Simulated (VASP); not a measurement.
# TiC (Fm-3m) in VASP: further runs

One crystal, TiC, is run at these levels: PBEsol; tasks: relaxation of cell and atoms.

All numbers are computed with VASP 6.6.1; they aren't measurements. Logs are shortened: lines on timing, memory, paths and dates and some standing lists are left out, and cuts for length are marked.

## Step 1: Starting point

Symmetry: Fm-3m, No. 225, cubic system. Conventional cell: a = 4.319 Å, b = 4.319 Å, c = 4.319 Å, α = 90.00°, β = 90.00°, γ = 90.00°. Ti (site symmetry m-3m) is surrounded by 6 C at 2.16 Å. C (site symmetry m-3m) has 6 Ti at 2.16 Å as nearest neighbours.

## Step 2: Relaxation of cell and atoms, PBEsol

Contents of INCAR:

```
SYSTEM = TiC
PREC = Accurate
ENCUT = 600
EDIFF = 1E-6
ISMEAR = 1
SIGMA = 0.1
LREAL = .FALSE.
LASPH = .TRUE.
NELM = 80
ALGO = Normal
ISIF = 3
LWAVE = .FALSE.
LCHARG = .FALSE.
GGA = PS
IBRION = 2
NSW = 90
EDIFFG = -0.01
```

Contents of KPOINTS:

```
Automatic mesh
0
G
  14 14 14
  0 0 0
```

Contents of POSCAR:

```
TiC
1.0
    0.0000000000      2.1593000000      2.1593000000
    2.1593000000      0.0000000000      2.1593000000
    2.1593000000      2.1593000000      0.0000000000
Ti C
1 1
Direct
    0.0000000000      0.0000000000      0.0000000000
    0.5000000000      0.5000000000      0.5000000000
```

Potentials or basis: VASP PAW PBE potentials, release 64 (Ti_sv, C).

The run is started by

```bash
$ cat potpaw_PBE.64/Ti_sv/POTCAR potpaw_PBE.64/C/POTCAR > POTCAR
$ mpirun -np 1 vasp_std > vasp.out
```

OUTCAR:

```text
SYSTEM = TiC
   PREC = Accurate
   ENCUT = 600
   EDIFF = 1E-6
   ISMEAR = 1
   LREAL = .FALSE.
   LASPH = .TRUE.
   NELM = 80
   ISIF = 3
   GGA = PS
   IBRION = 2
   NSW = 90
   EDIFFG = -0.01

 ion  position               nearest neighbor table
   1  0.000  0.000  0.000-   2 2.16   2 2.16   2 2.16   2 2.16   2 2.16   2 2.16
   2  0.500  0.500  0.500-   1 2.16   1 2.16   1 2.16   1 2.16   1 2.16   1 2.16

  LATTYP: Found a face centered cubic cell.
 ALAT       =     4.3186000000

  Lattice vectors:

 A1 = (   0.0000000000,   2.1593000000,   2.1593000000)
 A2 = (   2.1593000000,   0.0000000000,   2.1593000000)
 A3 = (   2.1593000000,   2.1593000000,   0.0000000000)

Analysis of symmetry for initial positions (statically):
=====================================================================
 Subroutine PRICEL returns:
 Original cell was already a primitive cell.

 Routine SETGRP: Setting up the symmetry group for a
 face centered cubic supercell.

 Subroutine GETGRP returns: Found 48 space group operations
 (whereof 48 operations were pure point group operations)
 out of a pool of 48 trial point group operations.

The static configuration has the point symmetry O_h .

Analysis of symmetry for dynamics (positions and initial velocities):
=====================================================================
 Subroutine PRICEL returns:
 Original cell was already a primitive cell.

 Routine SETGRP: Setting up the symmetry group for a
 face centered cubic supercell.

 Subroutine GETGRP returns: Found 48 space group operations
 (whereof 48 operations were pure point group operations)
 out of a pool of 48 trial point group operations.

The dynamic configuration has the point symmetry O_h .

 Subroutine INISYM returns: Found 48 space group operations
 (whereof 48 operations are pure point group operations),
 and found     1 'primitive' translations

----------------------------------------------------------------------------------------

                                     Primitive cell

  volume of cell :      20.1358

  direct lattice vectors                    reciprocal lattice vectors
     0.000000000  2.159300000  2.159300000    -0.231556523  0.231556523  0.231556523
     2.159300000  0.000000000  2.159300000     0.231556523 -0.231556523  0.231556523
     2.159300000  2.159300000  0.000000000     0.231556523  0.231556523 -0.231556523

  length of vectors
     3.053711345  3.053711345  3.053711345     0.401067663  0.401067663  0.401067663

  position of ions in fractional coordinates (direct lattice)
     0.000000000  0.000000000  0.000000000
     0.500000000  0.500000000  0.500000000

  ion indices of the primitive-cell ions
   primitive index   ion index
                 1           1
                 2           2

----------------------------------------------------------------------------------------

 KPOINTS: Automatic mesh

Automatic generation of k-mesh.
 Grid dimensions read from file:
 generate k-points for:   14   14   14

 Generating k-lattice:

  Cartesian coordinates                     Fractional coordinates (reciprocal lattice)
    -0.016539752  0.016539752  0.016539752     0.071428571  0.000000000  0.000000000
     0.016539752 -0.016539752  0.016539752     0.000000000  0.071428571  0.000000000
     0.016539752  0.016539752 -0.016539752     0.000000000  0.000000000  0.071428571

  Length of vectors
     0.028647690  0.028647690  0.028647690

  Shift w.r.t. Gamma in fractional coordinates (k-lattice)
     0.000000000  0.000000000  0.000000000

 Subroutine IBZKPT returns following result:
 ===========================================

 Found    104 irreducible k-points:

 Following reciprocal coordinates:
            Coordinates               Weight
  0.000000  0.000000  0.000000      1.000000
  0.071429  0.000000  0.000000      8.000000
  0.142857  0.000000  0.000000      8.000000
  0.214286  0.000000  0.000000      8.000000
  0.285714  0.000000  0.000000      8.000000
  0.357143  0.000000  0.000000      8.000000
[... 16 lines left out ...]
  0.214286  0.142857  0.000000     24.000000
  0.285714  0.142857  0.000000     24.000000
 [... further k-points ...]
   k-points           NKPTS =    104   k-points in BZ     NKDIM =    104   number of bands    NBANDS=     12
   number of dos      NEDOS =    301   number of ions     NIONS =      2
   total plane-waves  NPLWV =  13824
   dimension x,y,z NGX =    24 NGY =   24 NGZ =   24
   dimension x,y,z NGXF=    48 NGYF=   48 NGZF=   48
   ions per type =               1   1
   NGX,Y,Z   is equivalent  to a cutoff of  13.07, 13.07, 13.07 a.u.
   NGXF,Y,Z  is equivalent  to a cutoff of  26.13, 26.13, 26.13 a.u.
 SYSTEM =  TiC
   PREC   = accura    normal or accurate (medium, high low for compatibility)
   ISTART =      0    job   : 0-new  1-cont  2-samecut
   ICHARG =      2    charge: 1-file 2-atom 10-const
   ISPIN  =      1    spin polarized calculation?
   LNONCOLLINEAR =      F non collinear calculations
   LSORBIT =      F    spin-orbit coupling
   LASPH  =      T    aspherical Exc in radial PAW
   ENCUT  =  600.0 eV  44.10 Ry    6.64 a.u.   6.10  6.10  6.10*2*pi/ulx,y,z
   NELM   =     80;   NELMIN=  2; NELMDL= -5     # of ELM steps
   EDIFF  = 0.1E-05   stopping-criterion for ELM
   LREAL  =      F    real-space projection
   EDIFFG = -.1E-01   stopping-criterion for IOM
   NSW    =     90    number of steps for IOM
   IBRION =      2    ionic relax: 0-MD 1-quasi-New 2-CG
   NFREE  =      1    steps in history (QN), initial steepest desc. (CG)
   ISIF   =      3    stress and relaxation
   ISYM   =      2    0-nonsym 1-usesym 2-fastsym
   POTIM  = 0.5000    time-step for ionic-motion
   TEBEG  =    0.0;   TEEND  =   0.0 temperature during run
   PSTRESS=    0.0 pullay stress
   NELECT =      16.0000    total number of electrons
   NUPDOWN=      -1.0000    fix difference up-down
   EMIN   =  10.00;   EMAX   =-10.00  energy-range for DOS
   EFERMI =   0.00;   METHOD = LEGACY
   ISMEAR =     1;   SIGMA  =   0.10  broadening in eV -4-tet -1-fermi 0-gaus
   EFERMI_NEDOS =   21; number of points for ismear=-14 and -15
   IALGO  =     38    algorithm
   IMIX   =      4    mixing-type and parameters
     AMIX     =   0.40;   BMIX     =  1.00
     AMIX_MAG =   1.60;   BMIX_MAG =  1.00
  volume/ion in A,a.u.               =      10.07        67.94
  Fermi-wavevector in a.u.,A,eV,Ry     =   1.516323  2.865436 31.283015  2.299237
  Thomas-Fermi vector in A             =   2.625728
   LORBIT       =      0    0 simple, 1 ext, 2 COOP (PROOUT), +10 PAW based schemes
   GGA     = PS    functional components
   LHFCALC =     F    Hartree Fock is set to
   AEXX    =    0.0000 exact exchange contribution
   IVDW    =     0    specifies the selected vdW correction
   LEPSILON=     F    determine dielectric tensor
   LRPA    =     F    only Hartree local field effects (RPA)
 conjugate gradient relaxation of ions
 non-spin polarized calculation
 Methfessel and Paxton  Order N= 1 SIGMA  =   0.10
  energy-cutoff  :      600.00
  volume of cell :       20.14
 maximum number of plane-waves:       692
   NGX = 13   NGY = 13   NGZ = 13

--------------------------------------- Ionic step        1  -------------------------------------------

 number of electron      16.0000002 magnetization

 Free energy of the ion-electron system (eV)
  ---------------------------------------------------
  ext. energy  EPLUGINS =         0.00000000
  ---------------------------------------------------
  free energy    TOTEN  =       -19.79791421 eV

  energy without entropy =      -19.79798577  energy(sigma->0) =      -19.79793806

------------------------ aborting loop because EDIFF is reached ----------------------------------------

  FORCE on cell =-STRESS in cart. coord.  units (eV):
  Direction    XX          YY          ZZ          XY          YZ          ZX
  --------------------------------------------------------------------------------------
  -------------------------------------------------------------------------------------
  Total       -0.5538810     -0.5538810     -0.5538810      0.0000000      0.0000000      0.0000000
  in kB      -44.0715236    -44.0715236    -44.0715236      0.0000000      0.0000000      0.0000000
  external PRESSURE =     -44.0715236 kB  Pullay stress =       0.0000000 kB
[... 57 lines left out ...]
  energy  without entropy=      -19.7936900597  energy(sigma->0) =      -19.79369316

--------------------------------------- Ionic step        3  -------------------------------------------

 number of electron      16.0000003 magnetization

 Free energy of the ion-electron system (eV)
  ---------------------------------------------------
  ext. energy  EPLUGINS =         0.00000000
  ---------------------------------------------------
  free energy    TOTEN  =       -19.80267451 eV

  energy without entropy =      -19.80272192  energy(sigma->0) =      -19.80269031

 E-fermi :   9.6081     XC(G=0): -12.9945

 val. band max:        9.6079421888   @ k =   0.5000   0.5000   0.0000
 cond. band min:       9.6642925157   @ k =   0.4286   0.3571   0.0000
 fundamental gap:      0.0563503269
 Fermi energy:         9.6080704509

 k-point     1 :       0.0000    0.0000    0.0000
  band No.  band energies     occupation
      1     -46.6470      2.00000
      2     -22.7597      2.00000
      3     -22.7597      2.00000
      4     -22.7597      2.00000
      5      -2.8789      2.00000
      6      10.2801     -0.00000
      7      10.2801     -0.00000
      8      10.2801     -0.00000
      9      11.3467     -0.00000
     10      11.3467     -0.00000
     11      11.3467     -0.00000
     12      11.3892     -0.00000
[... 331 lines left out ...]
 k-point    24 :       0.2857    0.1429    0.0000
  band No.  band energies     occupation
      1     -46.5970      2.00000
      2     -23.0349      2.00000
      3     -22.8273      2.00000
      4     -22.8179      2.00000
      5      -1.3737      2.00000
      6       6.3722      2.00000
      7       7.9037      2.00000
      8       8.4700      2.00000
      9      10.4239     -0.00000
     10      11.9807      0.00000
     11      13.1330      0.00000
     12      14.2910      0.00000

 [... further k-points ...]

------------------------ aborting loop because EDIFF is reached ----------------------------------------

  FORCE on cell =-STRESS in cart. coord.  units (eV):
  Direction    XX          YY          ZZ          XY          YZ          ZX
  --------------------------------------------------------------------------------------
  -------------------------------------------------------------------------------------
  Total       -0.0024072     -0.0024072     -0.0024072      0.0000000      0.0000000      0.0000000
  in kB       -0.1948195     -0.1948195     -0.1948195      0.0000000      0.0000000      0.0000000
  external PRESSURE =      -0.1948195 kB  Pullay stress =       0.0000000 kB
[... 17 lines left out ...]
  FREE ENERGIE OF THE ION-ELECTRON SYSTEM (eV)
  ---------------------------------------------------
  free  energy   TOTEN  =       -19.8026745090 eV

  energy  without entropy=      -19.8027219172  energy(sigma->0) =      -19.80269031

 reached required accuracy - stopping structural energy minimisation
```

Run time: 30 s. Hardware: 1 thread of Intel Xeon Platinum 8488C (Sapphire Rapids), shared host; peak memory 0.16 GiB.

What came out:

```yaml
Free_energy: -19.8027 eV
Relaxed_volume: 9.90 Å³/atom
Relaxed_cell: a = 3.036 Å, b = 3.036 Å, c = 3.036 Å, α = 60.00°, β = 60.00°, γ = 60.00°
Space_group_after_relaxing_to_0.05_Å: Fm-3m (No. 225)
Energy_gained_by_relaxing: 2.4 meV/atom
Ionic_steps: 3
Pressure_after_relaxing: 0.0 GPa
Band_gap_on_the_k_mesh: none (metal or under the smearing width)
```

The path:
```
step  energy change (eV)  largest force (eV/Å)  pressure (GPa)  volume (Å³)
   1              0.0000                0.0000           -4.41        20.14
   2              0.0042                0.0000            6.42        19.34
   3             -0.0048                0.0000           -0.02        19.80
```

Final structure:
```
CELL_PARAMETERS angstrom
0.00000 2.14711 2.14711
2.14711 0.00000 2.14711
2.14711 2.14711 0.00000
ATOMIC_POSITIONS crystal
Ti 0.00000 0.00000 0.00000
C 0.50000 0.50000 0.50000
```

Levels at points of the mesh, in eV from the Fermi level:
```
           k point  band 5  band 6  band 7  band 8  band 9  band 10  band 11  band 12
(0.00, 0.00, 0.00)  -12.49    0.67    0.67    0.67    1.74     1.74     1.74     1.78
(0.50, 0.00, 0.00)   -8.84   -5.99   -2.98   -2.98    3.02     3.02     4.26     8.30
(0.50, 0.50, 0.00)  -10.16   -3.46   -1.75    0.00    0.00     2.83     3.65     3.65
```

Caveat: the PAW data sets were made with another functional, which shifts forces and pressure a little.

## Step 3: Relaxation of cell and atoms, PBEsol

This run uses another cell than the first one, of 9.90 Å³/atom, 0.983 times its volume.

INCAR, as its differences from that of step 2:

```diff
@@ -3,3 +3,3 @@
 ENCUT = 600
-EDIFF = 1E-6
+EDIFF = 1E-7
 ISMEAR = 1
@@ -16,2 +16,2 @@
 NSW = 90
-EDIFFG = -0.01
+EDIFFG = -0.005
```

KPOINTS is that of step 2.

Contents of POSCAR:

```
TiC                                     
1.0
    0.0000000000      2.1471057723      2.1471057723
    2.1471057723     -0.0000000000      2.1471057723
    2.1471057723      2.1471057723      0.0000000000
  Ti              C             
     1     1
Direct
     0.0000000000000000    0.0000000000000000    0.0000000000000000
     0.5000000000000000    0.5000000000000000    0.5000000000000000
```

Potentials or basis: VASP PAW PBE potentials, release 64 (Ti_sv, C).

The run is started by

```bash
$ cat potpaw_PBE.64/Ti_sv/POTCAR potpaw_PBE.64/C/POTCAR > POTCAR
$ mpirun -np 1 vasp_std > vasp.out
```

It took 13 s on 1 thread of Intel Xeon Platinum 8488C (Sapphire Rapids), shared host; peak memory 0.16 GiB.

It converged, with:

| Item | Value |
| --- | --- |
| Free energy | -19.8022 eV |
| Pressure after relaxing | 0.0 GPa |
| Band gap on the k mesh | none (metal or under the smearing width) |

Final structure:
```
CELL_PARAMETERS angstrom
0.00000 2.14711 2.14711
2.14711 0.00000 2.14711
2.14711 2.14711 0.00000
ATOMIC_POSITIONS crystal
Ti 0.00000 0.00000 0.00000
C 0.50000 0.50000 0.50000
```

Levels at points of the mesh, in eV from the Fermi level:
```
           k point  band 5  band 6  band 7  band 8  band 9  band 10  band 11  band 12
(0.00, 0.00, 0.00)  -12.49    0.67    0.67    0.67    1.74     1.74     1.74     1.78
(0.50, 0.00, 0.00)   -8.84   -5.99   -2.98   -2.98    3.02     3.02     4.26     8.30
(0.50, 0.50, 0.00)  -10.16   -3.46   -1.75    0.00    0.00     2.83     3.65     3.65
```

Caveat: the relaxation stopped at its first step, so nothing moved; the PAW data sets were made with another functional, which shifts forces and pressure a little.
